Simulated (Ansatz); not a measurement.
# Si72O: the cost of one run

Computed with Ansatz 0.2.0 (DFT PBE, scalar-relativistic, plane waves, PAW, unless a step's input says otherwise).

2 further runs of the same task are left out: 2 set aside as unsound or not needed.

## 1. The structure to begin with

Symmetry: P6_3/mmc, No. 194, hexagonal system. The conventional cell has a = 3.851 Å, b = 3.851 Å, c = 6.365 Å, α = 90.00°, β = 90.00°, γ = 120.00°. Si (site symmetry 3m) is surrounded by 4 Si at 2.36 to 2.38 Å.

Structure file:

```
Si
1.0
     3.85128    0.00000    0.00000
    -1.92564    3.33531    0.00000
     0.00000    0.00000    6.36502
Si
4
Direct
  0.33333 0.66667 0.06293
  0.66667 0.33333 0.56293
  0.33333 0.66667 0.43707
  0.66667 0.33333 0.93707
```

It goes back to an entry of the Materials Project, which need not be the stable form.

This cell was relaxed beforehand with the same method: volume 20.44 Å³/atom, gap on the mesh 0.45 eV.

The host's static dielectric tensor, from an earlier linear-response run, has a mean of 12.98.

The perfect supercell (rows 0 -3 0; -3 0 0; 0 0 -2 in vectors of this cell) was computed beforehand with the same settings: E(σ→0) = -45766.3675 eV for 72 atoms, gap 0.73 eV on its own mesh.

## 2. Setting up the defect

The extra atom is put at (0.000, 0.000, 0.875) of the supercell, the middle of a void of radius 2.52 Å. The other atoms start on their ideal sites. Its neighbours are 6 Si at 2.52 Å.

## 3. Charge state 0

input.yaml

```yaml
crystal:
  lattice:
    - [5.7769209609, -10.0059206155, 0.0]
    - [-11.5538419217, -1.0e-10, 0.0]
    - [0.0, 0.0, -12.7300453979]
  atoms:
    - { symbol: Si, position: [0.4444444444, 0.5555555556, 0.4685345301] }
    - { symbol: Si, position: [0.4444444444, 0.5555555556, 0.9685345301] }
    - { symbol: Si, position: [0.1111111111, 0.5555555556, 0.4685345301] }
    - { symbol: Si, position: [0.1111111111, 0.5555555556, 0.9685345301] }
    - { symbol: Si, position: [0.7777777778, 0.5555555556, 0.4685345301] }
    - { symbol: Si, position: [0.7777777778, 0.5555555556, 0.9685345301] }
    - { symbol: Si, position: [0.4444444444, 0.2222222222, 0.4685345301] }
    - { symbol: Si, position: [0.4444444444, 0.2222222222, 0.9685345301] }
    - { symbol: Si, position: [0.1111111111, 0.2222222222, 0.4685345301] }
    - { symbol: Si, position: [0.1111111111, 0.2222222222, 0.9685345301] }
    - { symbol: Si, position: [0.7777777778, 0.2222222222, 0.4685345301] }
    - { symbol: Si, position: [0.7777777778, 0.2222222222, 0.9685345301] }
    - { symbol: Si, position: [0.4444444444, 0.8888888889, 0.4685345301] }
    - { symbol: Si, position: [0.4444444444, 0.8888888889, 0.9685345301] }
    - { symbol: Si, position: [0.1111111111, 0.8888888889, 0.4685345301] }
    - { symbol: Si, position: [0.1111111111, 0.8888888889, 0.9685345301] }
    - { symbol: Si, position: [0.7777777778, 0.8888888889, 0.4685345301] }
    - { symbol: Si, position: [0.7777777778, 0.8888888889, 0.9685345301] }
    - { symbol: Si, position: [0.5555555556, 0.4444444444, 0.2185345301] }
    - { symbol: Si, position: [0.5555555556, 0.4444444444, 0.7185345301] }
    - { symbol: Si, position: [0.2222222222, 0.4444444444, 0.2185345301] }
    - { symbol: Si, position: [0.2222222222, 0.4444444444, 0.7185345301] }
    - { symbol: Si, position: [0.8888888889, 0.4444444444, 0.2185345301] }
    - { symbol: Si, position: [0.8888888889, 0.4444444444, 0.7185345301] }
    - { symbol: Si, position: [0.5555555556, 0.1111111111, 0.2185345301] }
    - { symbol: Si, position: [0.5555555556, 0.1111111111, 0.7185345301] }
    - { symbol: Si, position: [0.2222222222, 0.1111111111, 0.2185345301] }
    - { symbol: Si, position: [0.2222222222, 0.1111111111, 0.7185345301] }
    - { symbol: Si, position: [0.8888888889, 0.1111111111, 0.2185345301] }
    - { symbol: Si, position: [0.8888888889, 0.1111111111, 0.7185345301] }
    - { symbol: Si, position: [0.5555555556, 0.7777777778, 0.2185345301] }
    - { symbol: Si, position: [0.5555555556, 0.7777777778, 0.7185345301] }
    - { symbol: Si, position: [0.2222222222, 0.7777777778, 0.2185345301] }
    - { symbol: Si, position: [0.2222222222, 0.7777777778, 0.7185345301] }
    - { symbol: Si, position: [0.8888888889, 0.7777777778, 0.2185345301] }
    - { symbol: Si, position: [0.8888888889, 0.7777777778, 0.7185345301] }
    - { symbol: Si, position: [0.4444444444, 0.5555555556, 0.2814654699] }
    - { symbol: Si, position: [0.4444444444, 0.5555555556, 0.7814654699] }
    - { symbol: Si, position: [0.1111111111, 0.5555555556, 0.2814654699] }
    - { symbol: Si, position: [0.1111111111, 0.5555555556, 0.7814654699] }
    - { symbol: Si, position: [0.7777777778, 0.5555555556, 0.2814654699] }
    - { symbol: Si, position: [0.7777777778, 0.5555555556, 0.7814654699] }
    - { symbol: Si, position: [0.4444444444, 0.2222222222, 0.2814654699] }
    - { symbol: Si, position: [0.4444444444, 0.2222222222, 0.7814654699] }
    - { symbol: Si, position: [0.1111111111, 0.2222222222, 0.2814654699] }
    - { symbol: Si, position: [0.1111111111, 0.2222222222, 0.7814654699] }
    - { symbol: Si, position: [0.7777777778, 0.2222222222, 0.2814654699] }
    - { symbol: Si, position: [0.7777777778, 0.2222222222, 0.7814654699] }
    - { symbol: Si, position: [0.4444444444, 0.8888888889, 0.2814654699] }
    - { symbol: Si, position: [0.4444444444, 0.8888888889, 0.7814654699] }
    - { symbol: Si, position: [0.1111111111, 0.8888888889, 0.2814654699] }
    - { symbol: Si, position: [0.1111111111, 0.8888888889, 0.7814654699] }
    - { symbol: Si, position: [0.7777777778, 0.8888888889, 0.2814654699] }
    - { symbol: Si, position: [0.7777777778, 0.8888888889, 0.7814654699] }
    - { symbol: Si, position: [0.5555555556, 0.4444444444, 0.0314654699] }
    - { symbol: Si, position: [0.5555555556, 0.4444444444, 0.5314654699] }
    - { symbol: Si, position: [0.2222222222, 0.4444444444, 0.0314654699] }
    - { symbol: Si, position: [0.2222222222, 0.4444444444, 0.5314654699] }
    - { symbol: Si, position: [0.8888888889, 0.4444444444, 0.0314654699] }
    - { symbol: Si, position: [0.8888888889, 0.4444444444, 0.5314654699] }
    - { symbol: Si, position: [0.5555555556, 0.1111111111, 0.0314654699] }
    - { symbol: Si, position: [0.5555555556, 0.1111111111, 0.5314654699] }
    - { symbol: Si, position: [0.2222222222, 0.1111111111, 0.0314654699] }
    - { symbol: Si, position: [0.2222222222, 0.1111111111, 0.5314654699] }
    - { symbol: Si, position: [0.8888888889, 0.1111111111, 0.0314654699] }
    - { symbol: Si, position: [0.8888888889, 0.1111111111, 0.5314654699] }
    - { symbol: Si, position: [0.5555555556, 0.7777777778, 0.0314654699] }
    - { symbol: Si, position: [0.5555555556, 0.7777777778, 0.5314654699] }
    - { symbol: Si, position: [0.2222222222, 0.7777777778, 0.0314654699] }
    - { symbol: Si, position: [0.2222222222, 0.7777777778, 0.5314654699] }
    - { symbol: Si, position: [0.8888888889, 0.7777777778, 0.0314654699] }
    - { symbol: Si, position: [0.8888888889, 0.7777777778, 0.5314654699] }
    - { symbol: O, position: [0.0, 0.0, 0.875] }
  host:
    lattice:
      - [3.8512806406, 0.0, 0.0]
      - [-1.9256403203, 3.3353068718, 0.0]
      - [0.0, 0.0, 6.3650226989]
    atoms:
      - { symbol: Si, position: [0.3333333333, 0.6666666667, 0.0629309398] }
      - { symbol: Si, position: [0.6666666667, 0.3333333333, 0.5629309398] }
      - { symbol: Si, position: [0.3333333333, 0.6666666667, 0.4370690602] }
      - { symbol: Si, position: [0.6666666667, 0.3333333333, 0.9370690602] }
basis:
  ecutwfc: 420
  xc_grid: 2
kpoints:
  mp_grid: { grid: [1, 1, 1], shift: [0.0, 0.0, 0.0] }
hamiltonian:
  xc: pbe
scf:
  occupations: { method: gaussian, width: 0.02 }
output:
  forces: true
  stress: false
  eigenvalues: true
  charged_corrections:
    defect_position: [0.0, 0.0, 0.875]
    epsilon: [[12.6179, 0.0, 0.0], [0.0, 12.6179, 0.0], [0.0, 0.0, 13.7067]]
relax:
  adjacent_minimum: "off"
  f_tol: 0.025
  max_steps: 45
```

Started as:

```
$ ansatz run input.yaml --threads 4 --pin off --max-ram 10240MiB --backend cpu --events-out ev --progress --plain --runs-dir out
```

Q: Estimate wall time and peak memory on 4 threads of Intel Xeon 6975P-C (Granite Rapids), shared host.

About 15 s, with a peak of 1.4 GiB.
